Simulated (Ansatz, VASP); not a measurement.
S: VASP beside Ansatz

The input INCAR:

```
SYSTEM = S
PREC     = Accurate       ! precision mode
ENCUT    = 600            ! plane-wave cutoff, eV
EDIFF    = 1E-7           ! SCF threshold, eV
ISMEAR   = 0              ! smearing method
SIGMA    = 0.02           ! smearing width, eV
LREAL    = .FALSE.        ! projectors in reciprocal space
LASPH    = .TRUE.         ! aspherical terms in the spheres
NELM     = 100            ! most SCF steps
ALGO     = Normal         ! electronic algorithm
ISIF     = 3              ! what is computed and relaxed
LWAVE    = .FALSE.        ! write WAVECAR
LCHARG   = .FALSE.        ! write CHGCAR
GGA      = PS             ! functional
IBRION   = 2              ! ionic algorithm
NSW      = 80             ! ionic steps
EDIFFG   = -0.01          ! ionic threshold
```

KPOINTS

```
regular mesh
0
G
  6 6 6
  0 0 0
```

The input POSCAR:

```
S
1.0
    4.2818200294      0.0000000000      0.0000000000
   -2.1409100148      3.7081649199      0.0000000000
    0.0000000000      0.0000000000      4.4160094064
S
3
Direct
    0.1980182179      0.0000000000      0.3333333333
    0.0000000000      0.1980182179      0.6666666667
    0.8019817821      0.8019817821      0.0000000000
```

Input for Ansatz:

```yaml
crystal:
  lattice:
    - [4.2818200294, 0.0, 0.0]
    - [-2.1409100148, 3.7081649199, 0.0]
    - [0.0, 0.0, 4.4160094064]
  atoms:
    - { symbol: S, position: [0.1980182179, 0.0, 0.3333333333] }
    - { symbol: S, position: [0.0, 0.1980182179, 0.6666666667] }
    - { symbol: S, position: [0.8019817821, 0.8019817821, 0.0] }
basis:
  ecutwfc: 420
kpoints:
  mp_grid: { grid: [6, 6, 6] }
hamiltonian:
  xc: pbesol
scf:
  occupations: { method: gaussian, width: 0.02 }
output:
  forces: true
  stress: true
  eigenvalues: true
relax:
  adjacent_minimum: "off"
  f_tol: 0.01
  max_steps: 60
  cell: { stress_tol: 0.1 }
```

Alike in both runs: task relaxation of cell and atoms; functional PBEsol; k mesh 6 × 6 × 6; occupations gaussian, width 0.02 eV; no spin polarisation.

```csv
,VASP,Ansatz
version,VASP 6.6.1,Ansatz 0.2.0
potentials or method,"VASP PAW PBE potentials, release 64 (S)","scalar-relativistic, plane waves, PAW"
plane-wave cutoff (eV),600,420
valence electrons in the cell,18,18
```

```tsv
	VASP	Ansatz	Ansatz less VASP
gap on the k mesh at the Fermi level, each at its own relaxed structure (eV)	1.95	1.87	-0.081
relaxed volume (Å³/atom)	24.84	24.79	-0.044
relaxed cell length with the largest relative difference (Å)	4.389	4.398	+0.0090
energy change over the relaxation (meV/atom)	-2	-2	+0.8
```

Caveats: the PAW data sets were made with another functional, which shifts forces and pressure a little (VASP). Zero-point motion and thermal expansion aren't in these numbers. A k mesh can miss the band edges.
